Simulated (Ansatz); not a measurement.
# Te2Mo under strain — quadrupolar parameters

The cell is a structure deposited in the COD, relaxed with PBE at fixed cell and then changed (z stretched by 2 %, ions relaxed).

```
Te Mo
1.0
     3.51820    0.00000    0.00000
    -1.75910    3.04685    0.00000
     0.00000    0.00000   14.25307
Te Mo
4 2
Direct
  0.33333 0.66667 0.62244
  0.66667 0.33333 0.12244
  0.33333 0.66667 0.87756
  0.66667 0.33333 0.37756
  0.33333 0.66667 0.25000
  0.66667 0.33333 0.75000
```

Atoms are numbered from 1 in the order listed; like atoms form one site, named after its first atom.

Level of theory: DFT, PBE, plane waves and PAW, scalar-relativistic, 420 eV cutoff, Γ-centred 14×14×3 k-points, Fermi–Dirac smearing 0.02 eV (Ansatz 0.2.0).

V_zz is the principal component of the electric field gradient with the largest magnitude, η = (V_xx − V_yy)/V_zz and C_Q = eQV_zz/h.

97Mo: I = 5/2, Q = 255.0 mb. Quadrupole moments are those of Pyykkö's year-2017 table.

```tsv
site	atoms (order as listed)	first shell	V_xx, V_yy, V_zz (10²¹ V/m²)	η	C_Q (MHz)
Te	1, 2, 3, 4	3 Mo at 2.73 Å	9.30, 9.30, -18.59	0.00	–
Mo	5, 6	6 Te at 2.73 Å	3.13, 3.13, -6.26	0.00	-38.6
```

An axis of threefold or higher order runs through Te and Mo, so V_zz lies along it and η is zero.

Te has no stable isotope with a ground-state quadrupole moment in the table, so no C_Q is given.

Without spin–orbit coupling the gradients at and beside Te can be off by some per cent, at some sites by more.

The relaxation (4 steps) took 53 s of wall time (53 s of CPU time) and 0.66 GiB at its peak, on 1 thread of Intel Xeon 6975P-C (Granite Rapids) (x86_64; 16 cores open to the job, memory cap 3.0 GiB, no GPU), a shared host with a load of 1.0 a core.
